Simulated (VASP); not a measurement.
# CoO (Fm-3m) in VASP: band structure with PBE

Aim: the band structure of CoO with PBE.

Program: VASP 6.6.1. These are calculated values, not measurements. Logs are shortened: lines on timing, memory, paths and dates and some standing lists are left out, and cuts for length are marked.

**1. Starting point**

Symmetry: Fm-3m, No. 225, cubic system. The conventional cell has a = 4.243 Å, b = 4.243 Å, c = 4.243 Å, α = 90.00°, β = 90.00°, γ = 90.00°. Co (site symmetry m-3m) is surrounded by 6 O at 2.12 Å. Around O (site symmetry m-3m) lie 6 Co at 2.12 Å.

**2. Band structure, PBE, collinear spin, ferromagnetic start**

Contents of INCAR:

```
ALGO = Normal
EDIFF = 1E-7
ENCUT = 520
GGA = PE
ISIF = 2
ISMEAR = 0
ISPIN = 2
LASPH = T
LCHARG = F
LMAXMIX = 4
LORBIT = 11
LREAL = F
LWAVE = F
MAGMOM = 3 0
NBANDS = 18
NELM = 100
PREC = Accurate
SIGMA = 0.02
```

Contents of KPOINTS:

```
k-points
0
Gamma
  12 12 12
```

Contents of POSCAR:

```
CoO                                     
1.0
    0.0000000000      2.1217127722      2.1217127722
    2.1217127722      0.0000000000      2.1217127722
    2.1217127722      2.1217127722      0.0000000000
  Co              O             
     1     1
Direct
     0.0000000000000000    0.0000000000000000    0.0000000000000000
     0.5000000000000000    0.5000000000000000    0.5000000000000000
```

Contents of KPOINTS_OPT:

```
path GXWKGLUWLK,UX
20
line-mode
reciprocal
 0.0000000000  0.0000000000  0.0000000000  G
 0.5000000000  0.0000000000  0.5000000000  X

 0.5000000000  0.0000000000  0.5000000000  X
 0.5000000000  0.2500000000  0.7500000000  W

 0.5000000000  0.2500000000  0.7500000000  W
 0.3750000000  0.3750000000  0.7500000000  K

 0.3750000000  0.3750000000  0.7500000000  K
 0.0000000000  0.0000000000  0.0000000000  G

 0.0000000000  0.0000000000  0.0000000000  G
 0.5000000000  0.5000000000  0.5000000000  L

 0.5000000000  0.5000000000  0.5000000000  L
 0.6250000000  0.2500000000  0.6250000000  U

 0.6250000000  0.2500000000  0.6250000000  U
 0.5000000000  0.2500000000  0.7500000000  W

 0.5000000000  0.2500000000  0.7500000000  W
 0.5000000000  0.5000000000  0.5000000000  L

 0.5000000000  0.5000000000  0.5000000000  L
 0.3750000000  0.3750000000  0.7500000000  K

 0.6250000000  0.2500000000  0.6250000000  U
 0.5000000000  0.0000000000  0.5000000000  X
```

Potentials or basis: VASP PAW PBE potentials, release 64 (Co, O).

Run with:

```
$ cat potpaw_PBE.64/Co/POTCAR potpaw_PBE.64/O/POTCAR > POTCAR
$ mpirun -np 1 vasp_std > vasp.out
```

OUTCAR:

```text
EDIFF = 1E-7
   ENCUT = 520
   GGA = PE
   ISIF = 2
   ISMEAR = 0
   ISPIN = 2
   LASPH = T
   LORBIT = 11
   LREAL = F
   NELM = 100
   PREC = Accurate

 ion  position               nearest neighbor table
   1  0.000  0.000  0.000-   2 2.12   2 2.12   2 2.12   2 2.12   2 2.12   2 2.12
   2  0.500  0.500  0.500-   1 2.12   1 2.12   1 2.12   1 2.12   1 2.12   1 2.12

  LATTYP: Found a face centered cubic cell.
 ALAT       =     4.2434255444

  Lattice vectors:

 A1 = (   0.0000000000,   2.1217127722,   2.1217127722)
 A2 = (   2.1217127722,   0.0000000000,   2.1217127722)
 A3 = (   2.1217127722,   2.1217127722,   0.0000000000)

Analysis of symmetry for initial positions (statically):
=====================================================================
 Subroutine PRICEL returns:
 Original cell was already a primitive cell.

 Routine SETGRP: Setting up the symmetry group for a
 face centered cubic supercell.

 Subroutine GETGRP returns: Found 48 space group operations
 (whereof 48 operations were pure point group operations)
 out of a pool of 48 trial point group operations.

The static configuration has the point symmetry O_h .

Analysis of symmetry for dynamics (positions and initial velocities):
=====================================================================
 Subroutine PRICEL returns:
 Original cell was already a primitive cell.

 Routine SETGRP: Setting up the symmetry group for a
 face centered cubic supercell.

 Subroutine GETGRP returns: Found 48 space group operations
 (whereof 48 operations were pure point group operations)
 out of a pool of 48 trial point group operations.

The dynamic configuration has the point symmetry O_h .

Analysis of structural, dynamic, and magnetic symmetry:
=====================================================================
 Subroutine PRICEL returns:
 Original cell was already a primitive cell.

 Routine SETGRP: Setting up the symmetry group for a
 face centered cubic supercell.

 Subroutine GETGRP returns: Found 48 space group operations
 (whereof 48 operations were pure point group operations)
 out of a pool of 48 trial point group operations.

The overall configuration has the point symmetry O_h .

 Subroutine INISYM returns: Found 48 space group operations
 (whereof 48 operations are pure point group operations),
 and found     1 'primitive' translations

----------------------------------------------------------------------------------------

                                     Primitive cell

  volume of cell :      19.1025

  direct lattice vectors                    reciprocal lattice vectors
     0.000000000  2.121712772  2.121712772    -0.235658665  0.235658665  0.235658665
     2.121712772  0.000000000  2.121712772     0.235658665 -0.235658665  0.235658665
     2.121712772  2.121712772  0.000000000     0.235658665  0.235658665 -0.235658665

  length of vectors
     3.000554978  3.000554978  3.000554978     0.408172782  0.408172782  0.408172782

  position of ions in fractional coordinates (direct lattice)
     0.000000000  0.000000000  0.000000000
     0.500000000  0.500000000  0.500000000

  ion indices of the primitive-cell ions
   primitive index   ion index
                 1           1
                 2           2

----------------------------------------------------------------------------------------

 KPOINTS: k-points

Automatic generation of k-mesh.
 Grid dimensions read from file:
 generate k-points for:   12   12   12

 Generating k-lattice:

  Cartesian coordinates                     Fractional coordinates (reciprocal lattice)
    -0.019638222  0.019638222  0.019638222     0.083333333  0.000000000  0.000000000
     0.019638222 -0.019638222  0.019638222     0.000000000  0.083333333  0.000000000
     0.019638222  0.019638222 -0.019638222     0.000000000  0.000000000  0.083333333

  Length of vectors
     0.034014398  0.034014398  0.034014398

  Shift w.r.t. Gamma in fractional coordinates (k-lattice)
     0.000000000  0.000000000  0.000000000

 Subroutine IBZKPT returns following result:
 ===========================================

 Found     72 irreducible k-points:

 Following reciprocal coordinates:
            Coordinates               Weight
  0.000000  0.000000  0.000000      1.000000
  0.083333  0.000000  0.000000      8.000000
  0.166667  0.000000  0.000000      8.000000
  0.250000  0.000000  0.000000      8.000000
  0.333333  0.000000  0.000000      8.000000
  0.416667  0.000000  0.000000      8.000000
[... 16 lines left out ...]
  0.500000  0.166667  0.000000     24.000000
 -0.416667  0.166667  0.000000     24.000000
 [... further k-points ...]
   k-points           NKPTS =     72   k-points in BZ     NKDIM =     72   number of bands    NBANDS=     18
   number of dos      NEDOS =    301   number of ions     NIONS =      2
   total plane-waves  NPLWV =  13824
   dimension x,y,z NGX =    24 NGY =   24 NGZ =   24
   dimension x,y,z NGXF=    48 NGYF=   48 NGZF=   48
   ions per type =               1   1
   NGX,Y,Z   is equivalent  to a cutoff of  13.30, 13.30, 13.30 a.u.
   NGXF,Y,Z  is equivalent  to a cutoff of  26.59, 26.59, 26.59 a.u.
 SYSTEM =  unknown system
   PREC   = accura    normal or accurate (medium, high low for compatibility)
   ISTART =      0    job   : 0-new  1-cont  2-samecut
   ICHARG =      2    charge: 1-file 2-atom 10-const
   ISPIN  =      2    spin polarized calculation?
   LNONCOLLINEAR =      F non collinear calculations
   LSORBIT =      F    spin-orbit coupling
   LASPH  =      T    aspherical Exc in radial PAW
   ENCUT  =  520.0 eV  38.22 Ry    6.18 a.u.   5.58  5.58  5.58*2*pi/ulx,y,z
   NELM   =    100;   NELMIN=  2; NELMDL= -5     # of ELM steps
   EDIFF  = 0.1E-06   stopping-criterion for ELM
   LREAL  =      F    real-space projection
   EDIFFG = 0.1E-05   stopping-criterion for IOM
   NSW    =      0    number of steps for IOM
   IBRION =     -1    ionic relax: 0-MD 1-quasi-New 2-CG
   NFREE  =      0    steps in history (QN), initial steepest desc. (CG)
   ISIF   =      2    stress and relaxation
   ISYM   =      2    0-nonsym 1-usesym 2-fastsym
   POTIM  = 0.5000    time-step for ionic-motion
   TEBEG  =    0.0;   TEEND  =   0.0 temperature during run
   PSTRESS=    0.0 pullay stress
   NELECT =      15.0000    total number of electrons
   NUPDOWN=      -1.0000    fix difference up-down
   EMIN   =  10.00;   EMAX   =-10.00  energy-range for DOS
   EFERMI =   0.00;   METHOD = LEGACY
   ISMEAR =     0;   SIGMA  =   0.02  broadening in eV -4-tet -1-fermi 0-gaus
   EFERMI_NEDOS =   21; number of points for ismear=-14 and -15
   IALGO  =     38    algorithm
   IMIX   =      4    mixing-type and parameters
     AMIX     =   0.40;   BMIX     =  1.00
     AMIX_MAG =   1.60;   BMIX_MAG =  1.00
  volume/ion in A,a.u.               =       9.55        64.45
  Fermi-wavevector in a.u.,A,eV,Ry     =   1.510342  2.854133 31.036702  2.281133
  Thomas-Fermi vector in A             =   2.620545
   LORBIT       =     11    0 simple, 1 ext, 2 COOP (PROOUT), +10 PAW based schemes
   GGA     = PE    functional components
   LHFCALC =     F    Hartree Fock is set to
   AEXX    =    0.0000 exact exchange contribution
   IVDW    =     0    specifies the selected vdW correction
   LEPSILON=     F    determine dielectric tensor
   LRPA    =     F    only Hartree local field effects (RPA)
 spin polarized calculation
 Gauss-broadening in eV      SIGMA  =   0.02
  energy-cutoff  :      520.00
  volume of cell :       19.10
 maximum number of plane-waves:       532
 NGX is ok and might be reduce to    24
   NGX = 11   NGY = 11   NGZ = 11

 number of electron      15.0000005 magnetization       2.9100637

 Free energy of the ion-electron system (eV)
  ---------------------------------------------------
  ext. energy  EPLUGINS =         0.00000000
  ---------------------------------------------------
  free energy    TOTEN  =       -13.04673070 eV

  energy without entropy =      -13.04598088  energy(sigma->0) =      -13.04635579

 E-fermi :   8.0651     XC(G=0): -12.4747

 val. band max:        8.0576979901   @ k =   0.2500   0.2500   0.0000
 cond. band min:       8.0656712323   @ k =   0.4167   0.1667   0.0833
 fundamental gap:      0.0079732422
 Fermi energy:         8.0651015462

 spin component 1

 k-point     1 :       0.0000    0.0000    0.0000
  band No.  band energies     occupation
      1     -12.2238      1.00000
      2       4.7914      1.00000
      3       4.7914      1.00000
      4       4.9076      1.00000
      5       4.9076      1.00000
      6       4.9076      1.00000
[... 10 lines left out ...]
     17      29.7347      0.00000
     18      33.1514      0.00000
[... 463 lines left out ...]
 k-point    24 :      -0.4167    0.1667    0.0000
  band No.  band energies     occupation
      1     -10.9300      1.00000
      2       0.2999      1.00000
      3       1.9897      1.00000
      4       2.1049      1.00000
      5       5.5696      1.00000
      6       5.7118      1.00000
[... 10 lines left out ...]
     17      35.8736      0.00000
     18      37.2672      0.00000

 [... further k-points ...]

 spin component 2

 k-point     1 :       0.0000    0.0000    0.0000
  band No.  band energies     occupation
      1     -11.7169      1.00000
      2       5.4748      1.00000
      3       5.4748      1.00000
      4       5.4748      1.00000
      5       6.9458      1.00000
      6       6.9458      1.00000
[... 10 lines left out ...]
     17      30.6964      0.00000
     18      33.9696      0.00000
[... 463 lines left out ...]
 k-point    24 :      -0.4167    0.1667    0.0000
  band No.  band energies     occupation
      1     -10.3722      1.00000
      2       0.8669      1.00000
      3       3.0493      1.00000
      4       3.4432      1.00000
      5       7.8161      1.00000
      6       7.8923      1.00000
[... 10 lines left out ...]
     17      36.2459      0.00000
     18      37.8091      0.00000

 [... further k-points ...]
[... 5 lines left out ...]
  --------------------------------------------------------------------------------------
  -------------------------------------------------------------------------------------
  Total        0.0029776      0.0029776      0.0029776      0.0000000      0.0000000     -0.0000000
  in kB        0.2497401      0.2497401      0.2497401      0.0000000      0.0000000     -0.0000000
  external PRESSURE =       0.2497401 kB  Pullay stress =       0.0000000 kB

 VOLUME and BASIS-vectors are now :
 -----------------------------------------------------------------------------
  energy-cutoff  :      520.00
  volume of cell :       19.10
      direct lattice vectors                 reciprocal lattice vectors
     0.000000000  2.121712772  2.121712772    -0.235658665  0.235658665  0.235658665
     2.121712772  0.000000000  2.121712772     0.235658665 -0.235658665  0.235658665
     2.121712772  2.121712772  0.000000000     0.235658665  0.235658665 -0.235658665

 POSITION                                       TOTAL-FORCE (eV/Angst)
 -----------------------------------------------------------------------------------
      0.00000      0.00000      0.00000         0.000000      0.000000      0.000000
      2.12171      2.12171      2.12171        -0.000000     -0.000000     -0.000000
 -----------------------------------------------------------------------------------
    total drift:                                0.000000     -0.000000     -0.000000

  FREE ENERGIE OF THE ION-ELECTRON SYSTEM (eV)
  ---------------------------------------------------
  free  energy   TOTEN  =       -13.0467306985 eV

  energy  without entropy=      -13.0459808804  energy(sigma->0) =      -13.04635579

 total charge

# of ion       s       p       d       tot
------------------------------------------
    1        0.297   0.364   7.150   7.811
    2        1.556   3.430   0.000   4.986
--------------------------------------------------
tot          1.853   3.793   7.150  12.797

 magnetization (x)

# of ion       s       p       d       tot
------------------------------------------
    1        0.021   0.018   2.519   2.558
    2        0.029   0.273   0.000   0.302
--------------------------------------------------
tot          0.050   0.291   2.519   2.860
```

Wall time 50 s (1 thread of Intel Xeon 6975P-C (Granite Rapids), shared host); peak memory 0.2 GiB.

Results:

```
Free energy                                           : -13.0467 eV
Pressure                                              : 0.0 GPa
Band gap along the path                               : none (metal or under the smearing width)
Net moment                                            : 2.91 μB per cell
Site moments                                          : Co +2.56; O +0.30 μB
Valence electrons inside the program's atomic spheres : Co 7.81; O 4.99
```

Caveat: a cell with one magnetic atom can't hold antiferromagnetic order, which such compounds often take; semilocal functionals often make such compounds metallic where correlation or magnetic order opens a gap, which also shifts bond lengths.
